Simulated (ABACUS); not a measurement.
Crystal: Bi.

```
CELL_PARAMETERS angstrom
-1.98143 1.98143 1.98143
1.98143 -1.98143 1.98143
1.98143 1.98143 -1.98143
ATOMIC_POSITIONS crystal
Bi 0.00000 0.00000 0.00000
```

This isn't the form of Bi at room conditions, which is rhombohedral.

```yaml
Program: ABACUS 3.10.1
Task: relaxation of cell and atoms
Functional: TM
Potentials_or_basis: SG15 ONCV 1.2 PBE
Cutoff: 1034 eV
Density_cutoff: 4136 eV
Basis: plane waves
k_mesh: 6 × 6 × 6
Occupations: fermi-dirac, width 0.05 eV
Spin: no spin polarisation
```

At the start: pressure -2.6 GPa; volume 31.12 Å³/atom.

Where does the relaxation end?

Over 3 steps the energy falls by 11.4 meV/atom and the volume is 29.76 Å³/atom (-4.4 %); space group Im-3m (No. 229, to 0.05 Å).

The path:
```tsv
step	energy change (eV)	largest force (eV/Å)	pressure (GPa)	volume (Å³)
1	0.0000	0.0000	-2.56	31.12
2	-0.0055	0.0000	2.14	28.85
3	-0.0114	0.0000	0.01	29.76
```

Final structure:
```
CELL_PARAMETERS angstrom
-1.95224 1.95224 1.95224
1.95224 -1.95224 1.95224
1.95224 1.95224 -1.95224
ATOMIC_POSITIONS crystal
Bi 0.00000 0.00000 0.00000
```

Caveat: the k mesh is coarse (spacing up to 0.37 Å⁻¹), so the values aren't converged; the potentials were made for another functional, which shifts forces and pressure.
